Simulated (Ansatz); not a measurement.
# NaI: the cost of one run

Method: DFT PBE, scalar-relativistic, plane waves, PAW, in Ansatz 0.2.0.

## (1) The system as given

It takes space group Fm-3m (No. 225, cubic). Conventional cell: a = 6.473 Å, b = 6.473 Å, c = 6.473 Å, α = 90.00°, β = 90.00°, γ = 90.00°. Na (site symmetry m-3m) is surrounded by 6 I at 3.24 Å. I (site symmetry m-3m) is surrounded by 6 Na at 3.24 Å.

Structure file:

```cif
data_structure
_symmetry_space_group_name_H-M 'P 1'
_symmetry_Int_Tables_number 1
_cell_length_a 4.5770
_cell_length_b 4.5770
_cell_length_c 4.5770
_cell_angle_alpha 60.000
_cell_angle_beta 60.000
_cell_angle_gamma 60.000
_cell_volume 67.80
loop_
_atom_site_label
_atom_site_type_symbol
_atom_site_fract_x
_atom_site_fract_y
_atom_site_fract_z
_atom_site_occupancy
Na1 Na 0.00000 0.00000 0.00000 1
I1 I 0.50000 0.50000 0.50000 1
```

The structure comes from the Crystallography Open Database.

(A quick probe on a coarse mesh, which set the mesh and smearing, is not shown.)

## (3) Relaxing cell and atoms

input.yaml

```yaml
crystal:
  lattice:
    - [0.0, 3.2364, 3.2364]
    - [3.2364, 0.0, 3.2364]
    - [3.2364, 3.2364, 0.0]
  atoms:
    - { symbol: Na, position: [0.0, 0.0, 0.0] }
    - { symbol: I, position: [0.5, 0.5, 0.5] }
basis:
  ecutwfc: 420
kpoints:
  mp_grid: { grid: [6, 6, 6] }
hamiltonian:
  xc: pbe
scf:
  occupations: { method: gaussian, width: 0.02 }
output:
  forces: true
  stress: true
  eigenvalues: true
relax:
  adjacent_minimum: "off"
  f_tol: 0.005
  max_steps: 80
  cell: { stress_tol: 0.05 }
```

The run is started by

```console
ansatz run input.yaml --threads 2 --pin off --max-ram 5120MiB --backend cpu --events-out ev --progress --plain --runs-dir out
```

Q: Estimate wall time and peak memory on 2 threads of Arm Neoverse V1, shared host.

About 3.1 s, with a peak of 0.32 GiB.
